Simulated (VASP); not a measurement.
Write the native input for VASP 6.6.1 that does the following.

```yaml
Task: band structure
Functional: HSE06
Potentials_or_basis: VASP PAW PBE potentials, release 64 (Se)
Cutoff: 520 eV
k_mesh: 6 × 6 × 4
Occupations: gaussian, width 0.02 eV
Spin: no spin polarisation
Ladder: gaps
Grid_for_exact_exchange_PRECFOCK: Fast
Screening_parameter: 0.2 1/A
Further_INCAR_settings: ALGO = Normal; EDIFF = 1e-06
```

The system is Se.

```
CELL_PARAMETERS angstrom
4.36620 0.00000 0.00000
-2.18310 3.78124 0.00000
0.00000 0.00000 4.95360
ATOMIC_POSITIONS crystal
Se 0.77460 0.77460 0.00000
Se 0.00000 0.22540 0.66667
Se 0.22540 0.00000 0.33333
```

These files were run (other wordings do the same):

POSCAR

```
Se
1.0
    4.3662000000      0.0000000000      0.0000000000
   -2.1831000000      3.7812401180      0.0000000000
    0.0000000000      0.0000000000      4.9536000000
Se
3
Direct
    0.7746000000      0.7746000000      0.0000000000
    0.0000000000      0.2254000000      0.6666666667
    0.2254000000      0.0000000000      0.3333333333
```

INCAR.step1

```
SYSTEM = Se
PREC = Accurate ; ENCUT = 520
EDIFF = 1E-5 ; ISMEAR = 0
SIGMA = 0.02 ; LREAL = .FALSE.
LASPH = .TRUE. ; NELM = 80
ALGO = Normal ; ISIF = 2
LWAVE = .TRUE. ; LCHARG = .FALSE.
GGA = PE ; KPAR = 4
```

INCAR.step2

```
SYSTEM = Se
PREC = Accurate ; ENCUT = 520
EDIFF = 1E-6 ; ISMEAR = 0
SIGMA = 0.02 ; LREAL = .FALSE.
LASPH = .TRUE. ; NELM = 80
ALGO = Normal ; ISIF = 2
LWAVE = .FALSE. ; LCHARG = .FALSE.
GGA = PE ; LHFCALC = .TRUE.
HFSCREEN = 0.2 ; PRECFOCK = Fast
ISTART = 1 ; KPAR = 4
```

KPOINTS

```
Automatic mesh
0
G
  6 6 4
  0 0 0
```

KPOINTS_OPT

```
path GMKGALHA,LM,KH
12
line-mode
reciprocal
 0.0000000000  0.0000000000  0.0000000000  G
 0.5000000000  0.0000000000  0.0000000000  M

 0.5000000000  0.0000000000  0.0000000000  M
 0.3333333333  0.3333333333  0.0000000000  K

 0.3333333333  0.3333333333  0.0000000000  K
 0.0000000000  0.0000000000  0.0000000000  G

 0.0000000000  0.0000000000  0.0000000000  G
 0.0000000000  0.0000000000  0.5000000000  A

 0.0000000000  0.0000000000  0.5000000000  A
 0.5000000000  0.0000000000  0.5000000000  L

 0.5000000000  0.0000000000  0.5000000000  L
 0.3333333333  0.3333333333  0.5000000000  H

 0.3333333333  0.3333333333  0.5000000000  H
 0.0000000000  0.0000000000  0.5000000000  A

 0.5000000000  0.0000000000  0.5000000000  L
 0.5000000000  0.0000000000  0.0000000000  M

 0.3333333333  0.3333333333  0.0000000000  K
 0.3333333333  0.3333333333  0.5000000000  H
```

Potentials or basis: VASP PAW PBE potentials, release 64 (Se).

The run is started by

```bash
$ cat potpaw_PBE.64/Se/POTCAR > POTCAR
$ cp INCAR.step1 INCAR
$ mpirun -np 4 vasp_std > vasp.out
$ cp INCAR.step2 INCAR
$ mpirun -np 4 vasp_std > vasp.out
```

It gave:

| Item | Value |
| --- | --- |
| Pressure | 0.5 GPa |
| Largest force | 0.190 eV/Å |
| Band gap on the k mesh | 1.79 eV, indirect (least direct gap 2.07 eV) |
| Band gap along the path | 1.79 eV, indirect (least direct gap 2.02 eV) |

Caveat: the PAW data sets were made with another functional, which shifts forces and pressure a little.

Run time: 21 min on 4 MPI ranks on AMD EPYC 7R13 Processor (Zen 3), with other jobs on the host, peak memory 0.37 GiB a rank.
